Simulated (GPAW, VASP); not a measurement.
Given: the input of a run of VASP 6.6.1 on Si. 

File INCAR:

```
  ALGO = Normal
  EDIFF = 1E-7
  ENCUT = 520
  GGA = PE
  ISIF = 2
  ISMEAR = 0
  LASPH = True
  LCHARG = True
  LELF = True
  LREAL = False
  LVHAR = True
  LWAVE = False
  NBANDS = 11
  NELM = 100
  PREC = Accurate
  SIGMA = 0.013000000000000001
```

File KPOINTS:

```
k-points
0
Gamma
  8 8 8
```

The input POSCAR:

```
Si
1.0
    0.0000000000      2.7218511865      2.7218511865
    2.7218511865      0.0000000000      2.7218511865
    2.7218511865      2.7218511865      0.0000000000
Si
2
Direct
    0.5000000000      0.5000000000      0.5000000000
    0.7500000000      0.7500000000      0.7500000000
```

Potentials or basis: VASP PAW PBE potentials, release 64 (Si).

Launch:

```bash
$ cat potpaw_PBE.64/Si/POTCAR > POTCAR
$ mpirun -np 1 vasp_std > vasp.out
```

Q: Translate it to GPAW 26.7.0 (ASE script). Potentials or basis there: GPAW PAW data sets (gpaw-data 1.2.1), cutoff 600 eV.

A: As run (cutoffs and basis follow the program's own potentials, and thresholds, step limits or extra output files can differ):

run.py

```python
from ase.dft.bandgap import bandgap
from ase.io import read, write
from ase.units import GPa
from gpaw import GPAW, PW

atoms = read('Si.xyz')

calc = GPAW(mode=PW(600),
            xc='PBE',
            kpts={'size': (8, 8, 8), 'gamma': True},
            occupations={'name': 'methfessel-paxton', 'order': 0, 'width': 0.013000000000000001},
            nbands=11,
            convergence={'density': 1e-05, 'energy': 1e-05},
            maxiter=150,
            txt='gpaw.txt')
atoms.calc = calc
energy = atoms.get_potential_energy()
forces = atoms.get_forces()
stress = atoms.get_stress()
calc.write('gs.gpw')
write('result.traj', atoms)
print(f'Energy: {energy:.6f} eV')
print('Forces (eV/A):')
print(forces.round(4))
print('Stress (GPa):', (stress / GPa).round(3))
print('Fermi level:', round(calc.get_fermi_level(), 4), 'eV')
print(f'Gap: {bandgap(calc)[0]:.4f} eV, direct: {bandgap(calc, direct=True)[0]:.4f} eV')
```

File Si.xyz:

```xyz
2
Lattice="0.0000000000 2.7218511865 2.7218511865 2.7218511865 0.0000000000 2.7218511865 2.7218511865 2.7218511865 0.0000000000" Properties=species:S:1:pos:R:3 pbc="T T T"
Si     2.7218511865      2.7218511865      2.7218511865
Si     4.0827767798      4.0827767798      4.0827767798
```

Potentials or basis: GPAW PAW data sets (gpaw-data 1.2.1), pw.

Launch:

```sh
$ OMP_NUM_THREADS=1 python run.py
```

Both were run:

|  | VASP | GPAW |
| --- | --- | --- |
| Pressure | 1.3 GPa | 1.6 GPa |

Pressure is positive in compression.
